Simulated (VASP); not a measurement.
# SiC (Pm-3m) in VASP: notebook, part 2 of 2

VASP 6.6.1. The steps go on from the part before.

### 3 Single point, r2SCAN

Input file POSCAR:

```
SiC
1.0
    2.6201228479      0.0000000000      0.0000000000
    0.0000000000      2.6201228479      0.0000000000
    0.0000000000      0.0000000000      2.6201228479
Si C
1 1
Direct
    0.0000000000      0.0000000000      0.0000000000
    0.5000000000      0.5000000000      0.5000000000
```

Input file INCAR.step1:

```
PREC = Accurate ; ENCUT = 520
ISMEAR = -1 ; SIGMA = 0.02
LREAL = F ; LASPH = T
NELM = 100 ; NBANDS = 11
GGA = PE ; ALGO = Normal
EDIFF = 1E-4 ; LWAVE = T
LCHARG = F
```

Input file INCAR.step2:

```
PREC = Accurate ; ENCUT = 520
EDIFF = 1E-6 ; ISMEAR = -1
SIGMA = 0.02 ; LREAL = F
LASPH = T ; NELM = 100
ALGO = Normal ; ISIF = 2
LWAVE = F ; LCHARG = F
METAGGA = R2SCAN ; LMIXTAU = T
NBANDS = 11 ; ISTART = 1
```

Input file KPOINTS:

```
Automatic mesh
0
Gamma
  8 8 8
```

Potentials or basis: VASP PAW PBE potentials, release 64 (Si, C).

Command:

```sh
$ cat potpaw_PBE.64/Si/POTCAR potpaw_PBE.64/C/POTCAR > POTCAR
$ cp INCAR.step1 INCAR
$ mpirun -np 1 vasp_std > vasp.out
$ cp INCAR.step2 INCAR
$ mpirun -np 1 vasp_std > vasp.out
```

OUTCAR:

```text
PREC = Accurate
   ENCUT = 520
   EDIFF = 1E-6
   ISMEAR = -1
   LREAL = F
   LASPH = T
   NELM = 100
   ISIF = 2
   METAGGA = R2SCAN
   ISTART = 1

 ion  position               nearest neighbor table
   1  0.000  0.000  0.000-   2 2.27   2 2.27   2 2.27   2 2.27   2 2.27   2 2.27   2 2.27   2 2.27

   2  0.500  0.500  0.500-   1 2.27   1 2.27   1 2.27   1 2.27   1 2.27   1 2.27   1 2.27   1 2.27

  LATTYP: Found a simple cubic cell.
 ALAT       =     2.6201228479

  Lattice vectors:

 A1 = (   2.6201228479,   0.0000000000,   0.0000000000)
 A2 = (   0.0000000000,   2.6201228479,   0.0000000000)
 A3 = (   0.0000000000,   0.0000000000,   2.6201228479)

Analysis of symmetry for initial positions (statically):
=====================================================================
 Subroutine PRICEL returns:
 Original cell was already a primitive cell.

 Routine SETGRP: Setting up the symmetry group for a
 simple cubic supercell.

 Subroutine GETGRP returns: Found 48 space group operations
 (whereof 48 operations were pure point group operations)
 out of a pool of 48 trial point group operations.

The static configuration has the point symmetry O_h .

Analysis of symmetry for dynamics (positions and initial velocities):
=====================================================================
 Subroutine PRICEL returns:
 Original cell was already a primitive cell.

 Routine SETGRP: Setting up the symmetry group for a
 simple cubic supercell.

 Subroutine GETGRP returns: Found 48 space group operations
 (whereof 48 operations were pure point group operations)
 out of a pool of 48 trial point group operations.

The dynamic configuration has the point symmetry O_h .

 Subroutine INISYM returns: Found 48 space group operations
 (whereof 48 operations are pure point group operations),
 and found     1 'primitive' translations

----------------------------------------------------------------------------------------

                                     Primitive cell

  volume of cell :      17.9873

  direct lattice vectors                    reciprocal lattice vectors
     2.620122848  0.000000000  0.000000000     0.381661494  0.000000000  0.000000000
     0.000000000  2.620122848  0.000000000     0.000000000  0.381661494  0.000000000
     0.000000000  0.000000000  2.620122848     0.000000000  0.000000000  0.381661494

  length of vectors
     2.620122848  2.620122848  2.620122848     0.381661494  0.381661494  0.381661494

  position of ions in fractional coordinates (direct lattice)
     0.000000000  0.000000000  0.000000000
     0.500000000  0.500000000  0.500000000

  ion indices of the primitive-cell ions
   primitive index   ion index
                 1           1
                 2           2

----------------------------------------------------------------------------------------

 KPOINTS: Automatic mesh

Automatic generation of k-mesh.
 Grid dimensions read from file:
 generate k-points for:    8    8    8

 Generating k-lattice:

  Cartesian coordinates                     Fractional coordinates (reciprocal lattice)
     0.047707687  0.000000000  0.000000000     0.125000000  0.000000000  0.000000000
     0.000000000  0.047707687  0.000000000     0.000000000  0.125000000  0.000000000
     0.000000000  0.000000000  0.047707687     0.000000000  0.000000000  0.125000000

  Length of vectors
     0.047707687  0.047707687  0.047707687

  Shift w.r.t. Gamma in fractional coordinates (k-lattice)
     0.000000000  0.000000000  0.000000000

 Subroutine IBZKPT returns following result:
 ===========================================

 Found     35 irreducible k-points:

 Following reciprocal coordinates:
            Coordinates               Weight
  0.000000  0.000000  0.000000      1.000000
  0.125000  0.000000  0.000000      6.000000
  0.250000  0.000000  0.000000      6.000000
  0.375000  0.000000  0.000000      6.000000
  0.500000  0.000000  0.000000      3.000000
  0.125000  0.125000  0.000000     12.000000
[... 16 lines left out ...]
  0.375000  0.375000  0.125000     24.000000
  0.500000  0.375000  0.125000     24.000000
 [... further k-points ...]
   k-points           NKPTS =     35   k-points in BZ     NKDIM =     35   number of bands    NBANDS=     11
   number of dos      NEDOS =    301   number of ions     NIONS =      2
   total plane-waves  NPLWV =   8000
   dimension x,y,z NGX =    20 NGY =   20 NGZ =   20
   dimension x,y,z NGXF=    40 NGYF=   40 NGZF=   40
   ions per type =               1   1
   NGX,Y,Z   is equivalent  to a cutoff of  12.69, 12.69, 12.69 a.u.
   NGXF,Y,Z  is equivalent  to a cutoff of  25.38, 25.38, 25.38 a.u.
 SYSTEM =  unknown system
   PREC   = accura    normal or accurate (medium, high low for compatibility)
   ISTART =      1    job   : 0-new  1-cont  2-samecut
   ICHARG =      0    charge: 1-file 2-atom 10-const
   ISPIN  =      1    spin polarized calculation?
   LNONCOLLINEAR =      F non collinear calculations
   LSORBIT =      F    spin-orbit coupling
   LASPH  =      T    aspherical Exc in radial PAW
   ENCUT  =  520.0 eV  38.22 Ry    6.18 a.u.   4.87  4.87  4.87*2*pi/ulx,y,z
   NELM   =    100;   NELMIN=  2; NELMDL=  0     # of ELM steps
   EDIFF  = 0.1E-05   stopping-criterion for ELM
   LREAL  =      F    real-space projection
[... 7 lines left out ...]
   TEBEG  =    0.0;   TEEND  =   0.0 temperature during run
   PSTRESS=    0.0 pullay stress
   NELECT =       8.0000    total number of electrons
   NUPDOWN=      -1.0000    fix difference up-down
   EMIN   =  10.00;   EMAX   =-10.00  energy-range for DOS
   EFERMI =   0.00;   METHOD = LEGACY
   ISMEAR =    -1;   SIGMA  =   0.02  broadening in eV -4-tet -1-fermi 0-gaus
   EFERMI_NEDOS =   21; number of points for ismear=-14 and -15
   IALGO  =     38    algorithm
   IMIX   =      4    mixing-type and parameters
     AMIX     =   0.40;   BMIX     =  1.00
     AMIX_MAG =   1.60;   BMIX_MAG =  1.00
  volume/ion in A,a.u.               =       8.99        60.69
  Fermi-wavevector in a.u.,A,eV,Ry     =   1.249635  2.361468 21.246689  1.561588
  Thomas-Fermi vector in A             =   2.383666
   LORBIT       =      0    0 simple, 1 ext, 2 COOP (PROOUT), +10 PAW based schemes
   METAGGA = R2SCAN    functional components
   LHFCALC =     F    Hartree Fock is set to
   AEXX    =    0.0000 exact exchange contribution
   IVDW    =     0    specifies the selected vdW correction
   LEPSILON=     F    determine dielectric tensor
   LRPA    =     F    only Hartree local field effects (RPA)
 non-spin polarized calculation
  energy-cutoff  :      520.00
  volume of cell :       17.99
 maximum number of plane-waves:       500
 NGX is ok and might be reduce to    20
   NGX =  9   NGY =  9   NGZ =  9

 number of electron       7.9999999 magnetization

 Free energy of the ion-electron system (eV)
  ---------------------------------------------------
  ext. energy  EPLUGINS =         0.00000000
  ---------------------------------------------------
  free energy    TOTEN  =       -14.64511887 eV

  energy without entropy =      -14.64390011  energy(sigma->0) =      -14.64450949

 E-fermi :  11.5764     XC(G=0): -13.4401

 val. band max:       11.5141225339   @ k =   0.5000   0.2500   0.1250
 cond. band min:      11.5993623248   @ k =   0.5000   0.5000   0.3750
 fundamental gap:      0.0852397909
 Fermi energy:        11.5764145303

 k-point     1 :       0.0000    0.0000    0.0000
  band No.  band energies     occupation
      1      -7.3425      2.00000
      2      10.3303      2.00000
      3      10.3303      2.00000
      4      10.3303      2.00000
      5      13.5601      0.00000
      6      16.7159      0.00000
      7      16.7159      0.00000
      8      25.6486      0.00000
      9      25.6486      0.00000
     10      25.6486      0.00000
     11      33.0680      0.00000

 k-point     2 :       0.1250    0.0000    0.0000
  band No.  band energies     occupation
      1      -7.0199      2.00000
      2       7.8174      2.00000
      3      10.5629      2.00000
      4      10.5629      2.00000
      5      14.3244      0.00000
      6      17.0384      0.00000
      7      18.7065      0.00000
      8      24.7829      0.00000
      9      24.7829      0.00000
     10      25.4725      0.00000
     11      32.6517      0.00000
[... 295 lines left out ...]
 k-point    24 :       0.5000    0.3750    0.1250
  band No.  band energies     occupation
      1      -0.1869      2.00000
      2       1.9878      2.00000
      3       4.9756      2.00000
      4       8.1269      2.00000
      5      12.5110      0.00000
      6      17.6125      0.00000
      7      19.0737      0.00000
      8      22.3681      0.00000
      9      26.4522      0.00000
     10      27.8687      0.00000
     11      28.7394      0.00000

 [... further k-points ...]
[... 5 lines left out ...]
  --------------------------------------------------------------------------------------
  -------------------------------------------------------------------------------------
  Total        0.0295843      0.0295843      0.0295843     -0.0000000     -0.0000000      0.0000000
  in kB        2.6351623      2.6351623      2.6351623     -0.0000000     -0.0000000      0.0000000
  external PRESSURE =       2.6351623 kB  Pullay stress =       0.0000000 kB

 VOLUME and BASIS-vectors are now :
 -----------------------------------------------------------------------------
  energy-cutoff  :      520.00
  volume of cell :       17.99
      direct lattice vectors                 reciprocal lattice vectors
     2.620122848  0.000000000  0.000000000     0.381661494  0.000000000  0.000000000
     0.000000000  2.620122848  0.000000000     0.000000000  0.381661494  0.000000000
     0.000000000  0.000000000  2.620122848     0.000000000  0.000000000  0.381661494

 POSITION                                       TOTAL-FORCE (eV/Angst)
 -----------------------------------------------------------------------------------
      0.00000      0.00000      0.00000         0.000000      0.000000      0.000000
      1.31006      1.31006      1.31006         0.000000      0.000000      0.000000
 -----------------------------------------------------------------------------------
    total drift:                                0.000000      0.000000      0.000000

  FREE ENERGIE OF THE ION-ELECTRON SYSTEM (eV)
  ---------------------------------------------------
  free  energy   TOTEN  =       -14.6451188705 eV

  energy  without entropy=      -14.6439001148  energy(sigma->0) =      -14.64450949
```

OUTCAR.step1:

```text
PREC = Accurate
   ENCUT = 520
   ISMEAR = -1
   LREAL = F
   LASPH = T
   NELM = 100
[... 557 lines left out ...]
 -----------------------------------------------------------------------------------
      0.00000      0.00000      0.00000         0.000000      0.000000      0.000000
      1.31006      1.31006      1.31006         0.000000      0.000000      0.000000
 -----------------------------------------------------------------------------------
    total drift:                                0.000000      0.000000      0.000000

  FREE ENERGIE OF THE ION-ELECTRON SYSTEM (eV)
  ---------------------------------------------------
  free  energy   TOTEN  =       -10.9192576536 eV

  energy  without entropy=      -10.9184672985  energy(sigma->0) =      -10.91886248
```

Run time: 14 s. Hardware: 1 thread of Intel Xeon Platinum 8488C (Sapphire Rapids), shared host; peak memory 0.12 GiB.

What came out:

| Quantity | Value |
| --- | --- |
| Free energy | -14.6451 eV |
| Pressure | 0.3 GPa |
| Band gap on the k mesh | none (metal or under the smearing width) |

Caveat: the PAW data sets were made with another functional, which shifts forces and pressure a little.

### 4 Relaxation of cell and atoms, r2SCAN

This run uses another cell than the first one, of 9.25 Å³/atom, 1.028 times its volume.

Input file POSCAR:

```
SiC
1.0
    2.6443621010      0.0000000000      0.0000000000
    0.0000000000      2.6443621010      0.0000000000
    0.0000000000      0.0000000000      2.6443621010
Si C
1 1
Direct
    0.0000000000      0.0000000000      0.0000000000
    0.5000000000      0.5000000000      0.5000000000
```

Input file INCAR.step1:

```
SYSTEM = SiC
ALGO = Normal
EDIFF = 1E-4
ENCUT = 600
GGA = PE
ISMEAR = -1
LASPH = .True.
LCHARG = .False.
LREAL = .False.
LWAVE = .True.
NELM = 60
PREC = Accurate
SIGMA = 0.02
```

Input file INCAR.step2:

```
SYSTEM = SiC
ALGO = Normal
EDIFF = 1E-7
EDIFFG = -0.005
ENCUT = 600
IBRION = 2
ISIF = 3
ISMEAR = -1
ISTART = 1
LASPH = .True.
LCHARG = .False.
LMIXTAU = .True.
LREAL = .False.
LWAVE = .False.
METAGGA = R2SCAN
NELM = 60
NSW = 80
PREC = Accurate
SIGMA = 0.02
```

Input file KPOINTS:

```
k-points
0
Gamma
  8 8 8
  0 0 0
```

Command:

```sh
$ cat potpaw_PBE.64/Si/POTCAR potpaw_PBE.64/C/POTCAR > POTCAR
$ cp INCAR.step1 INCAR
$ mpirun -np 1 vasp_std > vasp.out
$ cp INCAR.step2 INCAR
$ mpirun -np 1 vasp_std > vasp.out
```

Run time: 29 s. Hardware: 1 thread of Intel Xeon Platinum 8488C (Sapphire Rapids), shared host; peak memory 0.14 GiB.

It converged, with:

| Property | Result |
| --- | --- |
| Free energy | -14.6465 eV |
| Relaxed volume | 9.00 Å³/atom |
| Relaxed cell | a = 2.621 Å, b = 2.621 Å, c = 2.621 Å, α = 90.00°, β = 90.00°, γ = 90.00° |
| Space group after relaxing (to 0.05 Å) | Pm-3m (No. 221) |
| Energy gained by relaxing | 3.8 meV/atom |
| Ionic steps | 3 |
| Pressure after relaxing | 0.0 GPa |
| Band gap on the k mesh | none (metal or under the smearing width) |

Step by step:
```tsv
step	energy change (eV)	largest force (eV/Å)	pressure (GPa)	volume (Å³)
1	0.0000	0.0000	-4.80	18.49
2	-0.0057	0.0000	2.50	17.76
3	-0.0075	0.0000	0.02	18.00
```

Final structure:
```
Si C
1.0
     2.62064    0.00000    0.00000
     0.00000    2.62064    0.00000
     0.00000    0.00000    2.62064
Si C
1 1
Direct
  0.00000 0.00000 0.00000
  0.50000 0.50000 0.50000
```

Levels at points of the mesh, in eV from the Fermi level:
```tsv
k point	band 1	band 2	band 3	band 4	band 5	band 6	band 7	band 8
(0.00, 0.00, 0.00)	-18.91	-1.25	-1.25	-1.25	1.97	5.14	5.14	14.06
(0.50, 0.00, 0.00)	-14.60	-12.75	0.91	0.91	5.48	7.30	8.23	8.23
(0.50, 0.50, 0.00)	-10.82	-8.64	-8.64	-5.66	2.60	9.61	9.61	12.18
(0.50, 0.50, 0.50)	-7.68	-4.80	-4.80	-4.80	-1.75	-1.75	-1.75	1.45
```

Caveat: the PAW data sets were made with another functional, which shifts forces and pressure a little.

### 5 Overview

```csv
task,cell,k mesh,cutoff (eV),gap on the mesh (eV),pressure (GPa)
single point,"Pm-3m, 8.99 Å³/atom",10 × 10 × 10,520,none,-0.1
single point,"Pm-3m, 8.99 Å³/atom",8 × 8 × 8,520,none,0.3
relaxation of cell and atoms,relaxed,8 × 8 × 8,600,none,0.0
```

Alike in all rows: level r2SCAN; potentials or basis VASP PAW PBE potentials, release 64 (Si, C); no spin polarisation; smearing fermi-dirac 0.02 eV.

Caveats: the PAW data sets were made with another functional, which shifts forces and pressure a little.

Absolute energies hang on the potentials; compare differences alone.
